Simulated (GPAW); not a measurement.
Set up this calculation in GPAW 26.7.0, as an ASE script.

```
Task                : single point
Functional          : RPBE
Potentials or basis : the program's PAW data sets (release 1.2.1) made for this functional
Cutoff              : 600 eV
Basis               : pw
k mesh              : 8 × 8 × 8
Occupations         : gaussian, width 0.02 eV
Spin                : no spin polarisation
Maxiter             : 150
```

The structure of Sr lies in Sr.xyz:

```xyz
1
Lattice="0.0000000000 3.0423500000 3.0423500000 3.0423500000 0.0000000000 3.0423500000 3.0423500000 3.0423500000 0.0000000000" Properties=species:S:1:pos:R:3 pbc="T T T"
Sr     0.0000000000      0.0000000000      0.0000000000
```

These files were run (other wordings do the same):

run.py

```python
from ase.dft.bandgap import bandgap
from ase.io import read, write
from ase.units import Bohr, GPa
from gpaw import GPAW, PW
from gpaw.elf import elf_from_dft_calculation

atoms = read('Sr.xyz')

calc = GPAW(mode=PW(600),
            xc='RPBE',
            kpts={'size': (8, 8, 8), 'gamma': True},
            occupations={'name': 'methfessel-paxton', 'order': 0, 'width': 0.02},
            nbands=12,
            convergence={'density': 1e-05, 'energy': 1e-05},
            maxiter=150,
            txt='gpaw.txt')
atoms.calc = calc
energy = atoms.get_potential_energy()
forces = atoms.get_forces()
stress = atoms.get_stress()
calc.write('gs.gpw')
write('result.traj', atoms)
print(f'Energy: {energy:.6f} eV')
print('Forces (eV/A):')
print(forces.round(4))
print('Stress (GPa):', (stress / GPa).round(3))
print('Fermi level:', round(calc.get_fermi_level(), 4), 'eV')
print(f'Gap: {bandgap(calc)[0]:.4f} eV, direct: {bandgap(calc, direct=True)[0]:.4f} eV')

# fields on the real-space grid
write('density.cube', atoms, data=calc.get_pseudo_density() * Bohr**3)
write('potential.cube', atoms, data=calc.get_electrostatic_potential())
write('elf.cube', atoms, data=elf_from_dft_calculation(calc).data)
```

Potentials or basis: the program's PAW data sets (release 1.2.1) made for this functional, pw.

The run is started by

```console
$ OMP_NUM_THREADS=1 python run.py
```

Results of the run:

```json
{
 "Pressure": "0.3 GPa",
 "Band gap on the k mesh": "none (metal or under the smearing width)"
}
```

Wall time 11 s on 1 thread of Arm Neoverse V1, on a shared host, peak memory 0.15 GiB.
